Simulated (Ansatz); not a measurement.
# Nb: which structure wins, scalar-relativistic, part 2 of 3

Aim: relax Nb in several structures (fcc, bcc, hcp) and rank them by energy, scalar-relativistic. Methods of the runs shown: PAW and LAPW.

Ansatz 0.2.0; DFT PBE; a cell built from a prototype (fcc type), not taken from measurement. Earlier steps stand in the parts before.

### 4 Bcc relaxed, PAW

input.yaml

```yaml
crystal:
  lattice:
    - [-1.6548069191, 1.6548069191, 1.6548069191]
    - [1.6548069191, -1.6548069191, 1.6548069191]
    - [1.6548069191, 1.6548069191, -1.6548069191]
  atoms:
    - { symbol: Nb, position: [0.0, 0.0, 0.0] }
kpoints:
  mp_grid: { grid: [17, 17, 17] }
scf:
  occupations: { method: fermi_dirac, width: 0.05 }
hamiltonian:
  xc: pbe
  pseudopotentials: { kind: paw }
output:
  forces: true
  stress: true
relax:
  f_tol: 0.005
  max_steps: 40
  cell: {}
```

Launch:

```bash
ansatz run input.yaml --threads 1 --pin off --max-ram 3072MiB --backend cpu --events-out ev --progress --plain --runs-dir out
```

What it wrote:

```text
Engine: ansatz 0.2.0
Pseudopotentials: kind: paw
Pseudopotential: Nb, paw, valence charge 13, recommended cutoff 420 eV (normal)
Functional definition: PBE
  parameter kappa = 0.804
  parameter beta = 0.06672455060314922
  exchange = pbe_x(kappa = kappa, mu = beta*pi^2/3)
  correlation = pbe_c(beta = beta)
Crystal: 1 atoms, lattice volume = 18.126 Å³
Basis set: ecut = 420 eV, 369 PW (Γ), exchange–correlation on 40×40×40 points (8 copies of the dense FFT grid, shifted against one another)
Bands: 11, of which v1, the nominal top of the filled ones, is band 7 counted from 1 (6 counted from 0)
Symmetry: 48 space group operations
Space group: Im-3m (ITA 229), of the structure as read, at distance tolerance 2.6e-5 Å
k-points: 165 of 4913
Non-local potential: Nb, projectors of the file, l = 0: 3, l = 1: 2, l = 2: 2, l = 3: 1
PAW form: soft (Blöchl's): semilocal exchange-correlation on the pseudo side does not see the compensation charge
PAW one-centre angular grid: Nb, 590 points (default); XC on 64 Gauss nodes
Initial density: superposition of atomic densities (neutral atoms: chi_scale 0, normalization atom), corrected by the library's trained network
Initial wavefunctions: pseudopotential atomic-orbital guess
Functional: x = pbe(κ = 0.804, μ = 0.2195149727645171), c = pbe(β = 0.06672455060314922)
SCF iter   1: F=—  HF=-4552.289550 eV  |F-HF|=—  |Δ(HF+E_count)|=         —  Δρ=3.58e-3  dr2=1.72e-3  ethr=1.77e-3  ⟨swp⟩=5.1  Hψ=10588  notcnv=0
preconditioner: auto → none  [metal: Δε(μ)=0.028 eV  Ē_g=7.564 eV  σ=0.050 eV  W_gap=0.14  n_scr=0 (ndim 8)  ℏωp=19.5 eV  f_vac=0.000  D(μ)=1.52/eV (n_scr^D=18)]
SCF iter   2: F=—  HF=-4552.289279 eV  |F-HF|=—  |Δ(HF+E_count)|=   2.71e-4  Δρ=1.46e-3  dr2=1.79e-4  ethr=1.32e-5  ⟨swp⟩=2.3  Hψ=3839  notcnv=0
SCF iter   3: F=—  HF=-4552.289294 eV  |F-HF|=—  |Δ(HF+E_count)|=   1.45e-5  Δρ=4.41e-4  dr2=1.78e-5  ethr=1.37e-6  ⟨swp⟩=1.0  Hψ=1792  notcnv=0
SCF iter   4: F=—  HF=-4552.289296 eV  |F-HF|=—  |Δ(HF+E_count)|=   1.95e-6  Δρ=3.10e-5  dr2=4.57e-8  ethr=1.37e-7  ⟨swp⟩=1.0  Hψ=1792  notcnv=0
iter 5 did not close the SCF: its close was put off for the readings that it lacked (scf_convergence_deferred on its scf_iter line)
SCF iter   5: F=-4552.289296 eV  HF=-4552.289296 eV  |F-HF|=1.89e-10  |Δ(HF+E_count)|=   3.39e-8  Δρ=3.44e-6  dr2=7.15e-10  ethr=3.52e-10  ⟨swp⟩=2.2  Hψ=2865  notcnv=0
SCF iter   6: F=-4552.289296 eV  HF=-4552.289296 eV  |F-HF|=1.36e-11  |Δ(HF+E_count)|=  1.74e-10  Δρ=7.18e-7  dr2=1.93e-11  ethr=5.50e-12  ⟨swp⟩=1.1  Hψ=4991  notcnv=0
SCF 1 converged in 6 iterations: F = -4552.289296 eV  dr2 = 1.93e-11
relax step   1: F+E_penalty+E_count = -4552.28929573 eV  Δ(F+E_penalty+E_count) = +0.000e0 eV  max|allowed force component| = 0.000e0 eV/Å  Δτ_max = 0.0000 Å  P = -0.063 GPa  Ω = 18.126 Å³  (6 SCF iters, dr2 threshold 1.00e-7 eV, accepted)
Crystal: 1 atoms, lattice volume = 18.103 Å³
Initial density: handed on by an earlier stage of this run
Initial wavefunctions: those handed on with the density
iter 1 solved again at ethr=7.61e-10 eV; its pass at ethr=3.10e-3 eV (dr2=9.89e-8 eV) is discarded
SCF iter   1: F=—  HF=-4552.289294 eV  |F-HF|=—  |Δ(HF+E_count)|=         —  Δρ=4.42e-5  dr2=1.41e-7  ethr=7.61e-10  ⟨swp⟩=3.3  Hψ=13601  notcnv=0
preconditioner: auto → none  [metal: Δε(μ)=0.039 eV  Ē_g=7.565 eV  σ=0.050 eV  W_gap=0.19  n_scr=0 (ndim 8)  ℏωp=19.5 eV  f_vac=0.000  D(μ)=1.52/eV (n_scr^D=18)]
SCF iter   2: F=—  HF=-4552.289294 eV  |F-HF|=—  |Δ(HF+E_count)|=   3.22e-7  Δρ=2.05e-5  dr2=2.68e-8  ethr=7.61e-10  ⟨swp⟩=2.2  Hψ=2664  notcnv=0
SCF iter   3: F=-4552.289294 eV  HF=-4552.289294 eV  |F-HF|=1.46e-10  |Δ(HF+E_count)|=   2.68e-8  Δρ=4.00e-6  dr2=1.45e-9  ethr=7.75e-11  ⟨swp⟩=4.0  Hψ=4959  notcnv=0
SCF 2 converged in 3 iterations: F = -4552.289294 eV  dr2 = 1.45e-9
relax step   2: F+E_penalty+E_count = -4552.28929402 eV  Δ(F+E_penalty+E_count) = +1.719e-6 eV  max|allowed force component| = 0.000e0 eV/Å  Δτ_max = 0.0000 Å  P = +0.147 GPa  Ω = 18.103 Å³  energy of the carried Pulay correction = +4.210e-6 eV  (3 SCF iters, dr2 threshold 1.01e-8 eV, rejected (line search))
Crystal: 1 atoms, lattice volume = 18.119 Å³
iter 1 solved again at ethr=2.63e-10 eV; its pass at ethr=3.10e-3 eV (dr2=3.42e-8 eV) is discarded
SCF iter   1: F=—  HF=-4552.289299 eV  |F-HF|=—  |Δ(HF+E_count)|=         —  Δρ=2.69e-5  dr2=5.14e-8  ethr=2.63e-10  ⟨swp⟩=3.4  Hψ=13708  notcnv=0
preconditioner: auto → none  [metal: Δε(μ)=0.037 eV  Ē_g=7.559 eV  σ=0.050 eV  W_gap=0.18  n_scr=0 (ndim 8)  ℏωp=19.5 eV  f_vac=0.000  D(μ)=1.53/eV (n_scr^D=18)]
SCF iter   2: F=—  HF=-4552.289298 eV  |F-HF|=—  |Δ(HF+E_count)|=   3.62e-7  Δρ=1.27e-5  dr2=1.04e-8  ethr=2.63e-10  ⟨swp⟩=2.0  Hψ=2604  notcnv=0
SCF iter   3: F=—  HF=-4552.289298 eV  |F-HF|=—  |Δ(HF+E_count)|=   1.04e-8  Δρ=2.17e-6  dr2=4.74e-10  ethr=7.99e-11  ⟨swp⟩=1.5  Hψ=2234  notcnv=0
SCF iter   4: F=-4552.289298 eV  HF=-4552.289298 eV  |F-HF|=9.09e-13  |Δ(HF+E_count)|=  2.00e-11  Δρ=2.88e-7  dr2=3.64e-12  ethr=1.00e-12  ⟨swp⟩=3.9  Hψ=8048  notcnv=0
SCF 3 converged in 4 iterations: F = -4552.289298 eV  dr2 = 3.64e-12
relax step   3: F+E_penalty+E_count = -4552.28929837 eV  Δ(F+E_penalty+E_count) = -2.630e-6 eV  max|allowed force component| = 0.000e0 eV/Å  Δτ_max = 0.0000 Å  P = -0.000 GPa  Ω = 18.119 Å³  energy of the carried Pulay correction = +1.270e-6 eV  (4 SCF iters, accepted)
Initial wavefunctions: pseudopotential atomic-orbital guess (no wavefunctions were taken with the density)
iter 1 solved again at ethr=2.38e-8 eV; its pass at ethr=3.10e-3 eV (dr2=3.10e-6 eV) is discarded
SCF iter   1: F=—  HF=-4552.289297 eV  |F-HF|=—  |Δ(HF+E_count)|=         —  Δρ=9.48e-7  dr2=2.68e-11  ethr=2.38e-8  ⟨swp⟩=3.0  Hψ=15941  notcnv=0
eigensolver tolerance schedule: the retry pair's looser diagonalisation over-reported the residual by 115688.00 of it (diagonalisation noise at 8.08 of the residual, at the tolerance the schedule requests for it); recorded, not acted on — ethr = c·dr2/N_el stays at c = 1.0e-1
SCF iter   2: F=—  HF=-4552.289297 eV  |F-HF|=—  |Δ(HF+E_count)|=   1.08e-7  Δρ=3.37e-7  dr2=3.02e-12  ethr=1.00e-12  ⟨swp⟩=3.9  Hψ=8428  notcnv=0
SCF iter   3: F=-4552.289297 eV  HF=-4552.289297 eV  |F-HF|=0.00e0  |Δ(HF+E_count)|=  9.09e-13  Δρ=9.56e-8  dr2=2.46e-13  ethr=1.00e-12  ⟨swp⟩=3.0  Hψ=6438  notcnv=0
SCF 4 converged in 3 iterations: F = -4552.289297 eV  dr2 = 2.46e-13
relax step   4: F+E_penalty+E_count = -4552.28929717 eV  Δ(F+E_penalty+E_count) = +1.198e-6 eV  max|allowed force component| = 0.000e0 eV/Å  Δτ_max = 0.0000 Å  P = -0.000 GPa  Ω = 18.119 Å³  stress off target by 1.11e-5 GPa  SCF on the basis re-selected at this cell (its energy is not comparable with the rows above)  (3 SCF iters)
basis re-selected at this cell: Δ(F+E_penalty+E_count) = +1.198e-6 eV, ΔP = +0.000 GPa vs the last step (what re-selecting the basis moved, of the pressure what is left beyond the Pulay correction that the steps carried, after the strain that the cell walked since its last selection, with what the two solves' SCF thresholds leave and, on support functions, any second-order correction that the steps lacked; it is no measure of the basis error at this ecutwfc). This SCF's stress stands 1.11e-5 GPa from its target on what of the cell is left free (relax.cell.stress_tol is 5.00e-2 GPa) and its largest allowed force component is 0.00e0 eV/Å (relax.f_tol is 5.00e-3 eV/Å): within both
SCF converged after 3 iterations
Free energy (F): -4552.289297 eV
Harris-Foulkes:  -4552.289297 eV  (|F-HF|=0.00e0)
Internal energy: -4552.276481 eV  (E = F + TS)
E sigma→0 (E₀):  -4552.282889 eV
Entropy (-TS):   -0.012816 eV (-12.816 meV/atom)
Fermi energy:    17.651776 eV
--- Per-component energies (eV) ---
  E_band       = -68.924834
  E_kinetic    = 395.016762
  E_local      = -696.934613  (includes V_loc(G=0)·N_el)
  E_nonlocal   = 119.914336
  E_hartree    = 216.946275
  E_xc         = -175.676409
  E_vxc        = -213.135203  (∫ρ·V_xc dr)
  E_paw        = -3073.420246  (= ΣΔE_a)
  E_vpaw       = -107.678670  (= ΣTr[D̂ρ^β])
  E_aug_tail   = 0.000006  (compensation charges beyond the density's cutoff)
  E_ewald      = -1338.122592
  E_smearing   = -0.012816  (= −TS)
  E_closure    = 0.000000  (closes the sum)
  Σ components = -4552.289297   (vs F -4552.289297, Δ=0.00e0)
--- Forces (eV/Å), atoms counted from 1 ---
  atom   1  Nb    -0.00000000     0.00000000     0.00000000
  max |Σ_I F_I| component: 6.16e-32 eV/Å
--- Stress (GPa, compression-positive) ---
       -0.000011      -0.000000      -0.000000
       -0.000000      -0.000011      -0.000000
       -0.000000       0.000000      -0.000011
  P = ⅓ Tr σ = -0.0000 GPa (-0.000 kbar)
--- Relaxed structure (3 steps of the walk, 2 accepted, 1 SCFs on fresh bases) ---
  F+E_penalty+E_count = -4552.28929717 eV   max|allowed force component| = 0.000e0 eV/Å   (the final SCF, on the basis selected at the relaxed cell)
  cell:  # Å, volume = 18.1191 Å³
    - [-1.6545981164462031, 1.6545981164462031, 1.6545981164462031]
    - [1.6545981164462031, -1.6545981164462031, 1.6545981164462031]
    - [1.6545981164462031, 1.6545981164462031, -1.6545981164462031]
  atoms:
    - { symbol: Nb, position: [0.0, 0.0, 0.0] }
```

Run time: 3.9 s. Hardware: 1 thread of AMD EPYC 7R13 (Zen 3), shared host; peak memory 0.39 GiB.

Relaxation path:

```tsv
step	energy from step 1 (eV/cell)	largest force component (eV/Å)	pressure (GPa)	volume (Å³)
1	0.0000	0.0000	-0.06	18.13
2x	0.0000	0.0000	0.15	18.10
3	0.0000	0.0000	0.00	18.12
4	0.0000	0.0000	0.00	18.12
```

Step 1 is the start. Step 4 repeats the geometry before on a plane-wave basis chosen anew for that cell, so the energy can jump there without any move; the table keeps such jumps. 1 step was tried and not accepted (marked x).

| input's cell | before | after | change |
| --- | --- | --- | --- |
| a (Å) | 2.866 | 2.866 | -0.0 % |
| b (Å) | 2.866 | 2.866 | -0.0 % |
| c (Å) | 2.866 | 2.866 | -0.0 % |
| volume (Å³/atom) | 18.13 | 18.12 | -0.0 % |

### 5 Bcc relaxed, LAPW

input.yaml

```yaml
crystal:
  lattice:
    - [-1.6545981165, 1.6545981165, 1.6545981165]
    - [1.6545981165, -1.6545981165, 1.6545981165]
    - [1.6545981165, 1.6545981165, -1.6545981165]
  atoms:
    - { symbol: Nb, position: [0.0, 0.0, 0.0] }
kpoints:
  mp_grid: { grid: [17, 17, 17] }
scf:
  occupations: { method: fermi_dirac, width: 0.05 }
hamiltonian:
  xc: pbe
  pseudopotentials: { kind: all_electron, lapw: { basis_error: 0.0005 } }
output:
  forces: true
  stress: true
  eigenvalues: true
  populations: true
relax:
  f_tol: 0.005
  max_steps: 25
  cell: {}
```

Launch:

```bash
ansatz run input.yaml --threads 1 --pin off --max-ram 3072MiB --backend cpu --events-out ev --progress --plain --runs-dir out
```

What it wrote (excerpt; [...] marks lines left out):

```text
[...]
Nb: projections on atomic orbitals take those of the free atom 1s2 2s2 2p6 3s2 3p6 3d10 4s2 4p6 4d4 5s1, of charge +0.00 (hamiltonian.pseudopotentials.projection_atoms)
LAPW: plane waves up to 8.123 Å⁻¹, error target 5.0e-4 eV per atom; small_component_spin mean_spin; Nb in spheres of 1.390 Å, 29 of its electrons in bands, Dirac shells []
[...]
[... 1 set-up line as earlier in the session ...]
[...]
  F+E_penalty+E_count = -103945.72420021 eV   max|allowed force component| = 0.000e0 eV/Å   (the final SCF, on the basis selected at the relaxed cell)
  cell:  # Å, volume = 18.1191 Å³
    - [-1.6545981165, 1.6545981165, 1.6545981165]
    - [1.6545981165, -1.6545981165, 1.6545981165]
    - [1.6545981165, 1.6545981165, -1.6545981165]
  atoms:
    - { symbol: Nb, position: [0.0, 0.0, 0.0] }
--- Löwdin populations: 1 site ---
  site symbol       q [e]
     0     Nb     40.9614
  spilling = 0.000941 (of n_electrons = 41.000000)
```

Run time: 16 s. Hardware: 1 thread of AMD EPYC 7R13 (Zen 3), shared host; peak memory 0.41 GiB.

Relaxation path:

```tsv
step	energy from step 1 (eV/cell)	largest force component (eV/Å)	pressure (GPa)	volume (Å³)
1	0.0000	0.0000	0.00	18.12
2	0.0000	0.0000	0.00	18.12
```

Step 1 is the start. Step 2 repeats the geometry before on a plane-wave basis chosen anew for that cell, so the energy can jump there without any move; the table keeps such jumps.

| input's cell | before | after | change |
| --- | --- | --- | --- |
| a (Å) | 2.866 | 2.866 | +0.0 % |
| b (Å) | 2.866 | 2.866 | +0.0 % |
| c (Å) | 2.866 | 2.866 | +0.0 % |
| volume (Å³/atom) | 18.12 | 18.12 | +0.0 % |

Result: pressure 0.00 GPa; no gap.

### 6 Hcp relaxed, PAW

input.yaml

```yaml
crystal:
  lattice:
    - [2.9563926124, 0.0, 0.0]
    - [-1.4781963062, 2.5603111058, 0.0]
    - [0.0, 0.0, 4.789356032]
  atoms:
    - { symbol: Nb, position: [0.3333333333, 0.6666666667, 0.25] }
    - { symbol: Nb, position: [0.6666666667, 0.3333333333, 0.75] }
kpoints:
  mp_grid: { grid: [16, 16, 9] }
scf:
  occupations: { method: fermi_dirac, width: 0.05 }
hamiltonian:
  xc: pbe
  pseudopotentials: { kind: paw }
output:
  forces: true
  stress: true
  write_density: true
  write_potential: true
  elf: true
  volumetric_format: npy
relax:
  f_tol: 0.005
  max_steps: 40
  cell: {}
```

Launch:

```bash
ansatz run input.yaml --threads 1 --pin off --max-ram 3072MiB --backend cpu --events-out ev --progress --plain --runs-dir out
```

What it wrote (excerpt; [...] marks lines left out):

```text
[...]
[... 3 set-up lines as earlier in the session ...]
[...]
Crystal: 2 atoms, lattice volume = 36.252 Å³
Basis set: ecut = 420 eV, 701 PW (Γ), exchange–correlation on 40×40×72 points (8 copies of the dense FFT grid, shifted against one another)
Bands: 17, of which v1, the nominal top of the filled ones, is band 13 counted from 1 (12 counted from 0)
[...]
relax step   5: F+E_penalty+E_count = -9103.99003616 eV  Δ(F+E_penalty+E_count) = -1.149e-2 eV  max|allowed force component| = 2.776e-17 eV/Å  Δτ_max = 0.0000 Å  P = -0.250 GPa  Ω = 37.395 Å³  energy of the carried Pulay correction = -1.867e-4 eV  (6 SCF iters, dr2 threshold 2.00e-7 eV, accepted)
[...]
SCF iter   1: F=—  HF=-9103.990117 eV  |F-HF|=—  |Δ(HF+E_count)|=         —  Δρ=2.32e-4  dr2=2.08e-5  ethr=4.02e-8  ⟨swp⟩=3.2  Hψ=17505  notcnv=0
```

(Continued in part 3 of 3.)
